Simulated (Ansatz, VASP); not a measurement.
## One calculation of Ga, two programs

```
CELL_PARAMETERS angstrom
-1.21622 1.21622 1.21622
1.21622 -1.21622 1.21622
1.21622 1.21622 -1.21622
ATOMIC_POSITIONS crystal
Ga 0.00000 0.00000 0.00000
```

Change from the starting cell: volume scaled by 0.4, crystal datasets.

Alike in both runs: task single point; functional PBEsol; k mesh 16 × 16 × 16; occupations fermi-dirac, width 0.05 eV; no spin polarisation.

```csv
,VASP,Ansatz
version,VASP 6.6.1,Ansatz 0.2.0
potentials or method,"VASP PAW PBE potentials, release 64 (Ga_d), cutoff 520 eV","all-electron PAW with datasets made for the crystal, scalar-relativistic"
```

|  | VASP | Ansatz | Ansatz less VASP |
| --- | --- | --- | --- |
| pressure (GPa) | 480.6 | 473.9 | -6.64 |

Ansatz ran all-electron here, so the differences hold the error of VASP's frozen core and of both bases.

Caveats: the cell as given lies far from equilibrium; so large a pressure means that the cell lies far from this level's equilibrium, or that cutoff or potentials fall short (VASP); the potentials were made for another functional, which shifts forces and pressure (VASP).
